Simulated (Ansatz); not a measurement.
Cu Kα1 powder pattern (kinematic, no thermal factors).
| 2θ (°) | relative intensity |
| --- | --- |
| 14.87 | 33 |
| 20.28 | 12 |
| 21.88 | 45 |
| 23.86 | 22 |
| 26.56 | 26 |
| 30.01 | 16 |
| 32.59 | 100 |
| 34.51 | 10 |
| 34.67 | 64 |
| 37.45 | 47 |
| 41.23 | 3 |
| 44.61 | 33 |
| 45.70 | 83 |
| 47.16 | 27 |
| 47.29 | 10 |
| 48.20 | 8 |
| 48.84 | 27 |
| 49.47 | 20 |
| 51.22 | 3 |
| 52.68 | 8 |
| 53.52 | 15 |
| 54.12 | 8 |
| 54.70 | 4 |
| 57.59 | 10 |
| 57.70 | 5 |
| 59.29 | 2 |
| 59.62 | 1 |
| 60.28 | 11 |
| 62.36 | 2 |
| 63.23 | 6 |
| 63.77 | 1 |
| 65.78 | 14 |
| 66.93 | 1 |
| 67.03 | 1 |
| 67.77 | 4 |
| 68.28 | 18 |
| 68.49 | 10 |
| 68.80 | 3 |
| 69.41 | 19 |
| 71.45 | 4 |
| 72.16 | 2 |
| 72.77 | 2 |
| 73.16 | 2 |
| 74.56 | 1 |
| 75.66 | 2 |
| 75.75 | 7 |
| 77.05 | 4 |
| 77.14 | 1 |
| 77.43 | 10 |
| 80.86 | 7 |
| 81.15 | 9 |
| 81.34 | 2 |
| 84.05 | 7 |
| 84.14 | 1 |
| 84.82 | 4 |
| 85.41 | 5 |
| 85.50 | 2 |
| 85.78 | 1 |
| 87.13 | 9 |
| 88.49 | 1 |
| 88.96 | 5 |
| 89.16 | 12 |
| 89.44 | 19 |

The pattern is computed from a structure relaxed with Ansatz, DFT PBE, scalar-relativistic, plane waves, PAW. No spin polarisation. Its elements are Ge.

Q: Give the structure.

A: Ge.
Space group R32:H (No. 155). a = 8.118 Å, b = 8.118 Å, c = 11.179 Å, α = 90.00°, β = 90.00°, γ = 120.00°
```csv
atom,site,symmetry,x,y,z
Ge,18f,1,0.4162,0.8887,0.3265
Ge,9e,.2,0.9887,0.6667,0.1667
```

A pattern alone doesn't exclude other cells with like lines; this is the one computed.

Another cell of Ge relaxed alike, in Fd-3m, lies 291 meV/atom lower, so this cell isn't the stable form at this level.

The cell was found from a structure generator's guess, not taken from experiment.
